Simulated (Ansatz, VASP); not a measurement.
Rh in VASP and in Ansatz

The input INCAR:

```
SYSTEM = Rh
PREC = Accurate ; ENCUT = 520
EDIFF = 1E-6 ; ISMEAR = 0
SIGMA = 0.05 ; LREAL = .FALSE.
LASPH = .TRUE. ; NELM = 80
ALGO = Normal ; ISIF = 2
LWAVE = .FALSE. ; LCHARG = .FALSE.
GGA = PE ; NBANDS = 14
```

Contents of KPOINTS:

```
regular mesh
0
G
  20 20 20
  0 0 0
```

Contents of POSCAR:

```
Rh
1.0
   -1.5349773982      1.5349773982      1.5349773982
    1.5349773982     -1.5349773982      1.5349773982
    1.5349773982      1.5349773982     -1.5349773982
Rh
1
Direct
    0.0000000000      0.0000000000      0.0000000000
```

Input for Ansatz:

```yaml
crystal:
  lattice:
    - [-1.5349773982, 1.5349773982, 1.5349773982]
    - [1.5349773982, -1.5349773982, 1.5349773982]
    - [1.5349773982, 1.5349773982, -1.5349773982]
  atoms:
    - { symbol: Rh, position: [0.0, 0.0, 0.0] }
basis:
  ecutwfc: 600
  ecutrho_ratio: 5
kpoints:
  mp_grid: { grid: [20, 20, 20] }
hamiltonian:
  xc: pbe
scf:
  occupations: { method: gaussian, width: 0.05 }
output:
  forces: true
  stress: true
  eigenvalues: true
```

Alike in both runs: task single point; functional PBE; k mesh 20 × 20 × 20; occupations gaussian, width 0.05 eV; no spin polarisation.

|  | VASP | Ansatz |
| --- | --- | --- |
| version | VASP 6.6.1 | Ansatz 0.2.0 |
| potentials or method | VASP PAW PBE potentials, release 64 (Rh_pv) | scalar-relativistic, plane waves, PAW |
| plane-wave cutoff (eV) | 520 | 600 |
| valence electrons in the cell | 15 | 17 |

|  | VASP | Ansatz | Ansatz less VASP |
| --- | --- | --- | --- |
| gap on the k mesh at the Fermi level (eV) | none | none | - |
| pressure (GPa) | -0.1 | -0.1 | -0.08 |

A gap of «none» marks a metal or a gap that the smearing closes. The functional is the same, so the differences come from potentials, cutoffs and numerics. The two sets of potentials don't hold the same shells in valence.
